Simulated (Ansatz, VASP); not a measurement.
## WSe: VASP beside Ansatz

File INCAR:

```
PREC = Accurate ; ENCUT = 600
EDIFF = 1E-7 ; ISMEAR = 0
SIGMA = 0.1 ; LREAL = F
LASPH = T ; NELM = 150
ALGO = Normal ; ISIF = 3
LWAVE = F ; LCHARG = F
ISPIN = 2 ; MAGMOM = 0.18 0
LORBIT = 11 ; LMAXMIX = 4
GGA = PE ; IBRION = 2
NSW = 100 ; EDIFFG = -0.05
```

File KPOINTS:

```
regular mesh
0
Gamma
  6 6 6
```

File POSCAR:

```
WSe
1.0
    0.0000000000      2.6782044124      2.6782044124
    2.6782044124      0.0000000000      2.6782044124
    2.6782044124      2.6782044124      0.0000000000
W Se
1 1
Direct
    0.0000000000      0.0000000000      0.0000000000
    0.2500000000      0.2500000000      0.2500000000
```

Input for Ansatz:

```yaml
crystal:
  lattice:
    - [0.0, 2.6782044124, 2.6782044124]
    - [2.6782044124, 0.0, 2.6782044124]
    - [2.6782044124, 2.6782044124, 0.0]
  atoms:
    - { symbol: W, position: [0.0, 0.0, 0.0], spin: 0.18 }
    - { symbol: Se, position: [0.25, 0.25, 0.25] }
basis:
  ecutwfc: 420
kpoints:
  mp_grid: { grid: [6, 6, 6] }
hamiltonian:
  xc: pbe
scf:
  occupations: { method: gaussian, width: 0.1 }
output:
  forces: true
  stress: true
  eigenvalues: true
  populations: true
magnetization:
  spin_polarized: true
relax:
  adjacent_minimum: "off"
  f_tol: 0.05
  max_steps: 80
  cell: { stress_tol: 0.5 }
```

The cell was built by a generator and needn't be a form met in nature.

Alike in both runs: task relaxation of cell and atoms; functional PBE; k mesh 6 × 6 × 6; occupations gaussian, width 0.1 eV; collinear spin.

```csv
,VASP,Ansatz
version,VASP 6.6.1,Ansatz 0.2.0
potentials or method,"VASP PAW PBE potentials, release 64 (W_sv, Se)","scalar-relativistic, plane waves, PAW"
plane-wave cutoff (eV),600,420
valence electrons in the cell,20,30
```

```csv
,VASP,Ansatz,Ansatz less VASP
"gap on the k mesh at the Fermi level, each at its own relaxed structure (eV)",none,none,-
net moment per atom (μB),0.00,0.68,+0.683
size of the moment on the site where the two differ most (μB),0.00,0.84,+0.837
relaxed volume (Å³/atom),22.59,22.95,+0.357
relaxed cell length with the largest relative difference (Å),3.998,4.019,+0.0210
energy change over the relaxation (meV/atom),-268,-269,-1.4
```

The net moments differ so much that the two runs ended in different magnetic states, which moves the other rows too. Site moments also hang on the region over which each program counts them. A gap of «none» marks a metal or a gap that the smearing closes. The two sets of potentials don't hold the same shells in valence.

Caveats: the volume moved by over 15 % at a fixed basis, so the end points are rough (VASP). Spin-orbit coupling is left out, which matters for the levels of W.
